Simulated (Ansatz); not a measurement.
## How settings move the G0W0 gap of SrTe (rocksalt)

Rocksalt SrTe, relaxed with r2SCAN; one-shot G0W0 in Ansatz without spin-orbit coupling. No spin polarisation and no zero-point or thermal motion.

```xyz
2
Lattice="0.0000 3.3528 3.3528 3.3528 0.0000 3.3528 3.3528 3.3528 0.0000" Properties=species:S:1:pos:R:3 pbc="T T T"
Sr    0.0000    0.0000    0.0000
Te    3.3528    3.3528    3.3528
```

Gaps are read over the mesh points alone. G0W0 here is at a finite number of bands, screening cutoff and k mesh, not at the basis limit.
```json
{"start": "PBE", "potentials": "PAW", "frequency model": "contour deformation", "mesh": "4×4×4", "empty bands": "122", "screening cutoff (eV)": "80", "Kohn-Sham gap (eV)": "1.76", "G0W0 gap (eV)": "2.76", "rough cost": "20 core-seconds"}
{"start": "PBE", "potentials": "PAW", "frequency model": "contour deformation", "mesh": "4×4×4", "empty bands": "283", "screening cutoff (eV)": "140", "Kohn-Sham gap (eV)": "1.76", "G0W0 gap (eV)": "2.89", "rough cost": "90 core-seconds"}
{"start": "PBE", "potentials": "PAW", "frequency model": "contour deformation", "mesh": "4×4×4", "empty bands": "520", "screening cutoff (eV)": "210", "Kohn-Sham gap (eV)": "1.76", "G0W0 gap (eV)": "2.94", "rough cost": "7 core-minutes"}
{"start": "HSE06", "potentials": "PAW", "frequency model": "contour deformation", "mesh": "4×4×4", "empty bands": "283", "screening cutoff (eV)": "140", "Kohn-Sham gap (eV)": "2.49", "G0W0 gap (eV)": "3.24", "rough cost": "4 core-minutes"}
{"start": "LDA", "potentials": "PAW", "frequency model": "contour deformation", "mesh": "4×4×4", "empty bands": "283", "screening cutoff (eV)": "140", "Kohn-Sham gap (eV)": "1.65", "G0W0 gap (eV)": "2.81", "rough cost": "90 core-seconds"}
{"start": "r2SCAN", "potentials": "PAW", "frequency model": "contour deformation", "mesh": "4×4×4", "empty bands": "283", "screening cutoff (eV)": "140", "Kohn-Sham gap (eV)": "2.16", "G0W0 gap (eV)": "3.15", "rough cost": "110 core-seconds"}
{"start": "PBE", "potentials": "PAW", "frequency model": "Godby-Needs pole", "mesh": "4×4×4", "empty bands": "283", "screening cutoff (eV)": "140", "Kohn-Sham gap (eV)": "1.76", "G0W0 gap (eV)": "2.87", "rough cost": "90 core-seconds"}
{"start": "PBE", "potentials": "PAW", "frequency model": "contour deformation", "mesh": "6×6×6", "empty bands": "122", "screening cutoff (eV)": "80", "Kohn-Sham gap (eV)": "1.77", "G0W0 gap (eV)": "2.78", "rough cost": "2 core-minutes"}
{"start": "PBE", "potentials": "norm-conserving", "frequency model": "contour deformation", "mesh": "4×4×4", "empty bands": "283", "screening cutoff (eV)": "140", "Kohn-Sham gap (eV)": "1.76", "G0W0 gap (eV)": "2.88", "rough cost": "3 core-minutes"}
```

The quasiparticle gap on this mesh is 2.94 eV (Γ to X), against 1.76 eV from PBE: +1.18 eV. Renormalisation factors Z lie between 0.75 and 0.80.

Raising bands and cutoff together moves the gap by +0.13 eV (80 to 140 eV), then +0.05 eV (140 to 210 eV); the last step is still large, so the basis limit isn't reached. Starting from HSE06 (2.49 eV against PBE's 1.76 eV) gives 3.24 eV, +0.35 eV from G0W0@PBE at the same screening cutoff. Starting from LDA (1.65 eV against PBE's 1.76 eV) gives 2.81 eV, -0.08 eV from G0W0@PBE at the same screening cutoff. Starting from r2SCAN (2.16 eV against PBE's 1.76 eV) gives 3.15 eV, +0.26 eV from G0W0@PBE at the same screening cutoff. The Godby-Needs plasmon pole differs from contour deformation by -0.02 eV. A 6×6×6 mesh in place of 4×4×4 changes the opening over PBE by +0.02 eV (the gap on the mesh by +0.02 eV). Norm-conserving potentials (wave cutoff 1120 eV against 420 eV) shift the quasiparticle gap by -0.01 eV and the PBE gap by 0.00 eV. r2SCAN runs take a wave cutoff of 500 eV.
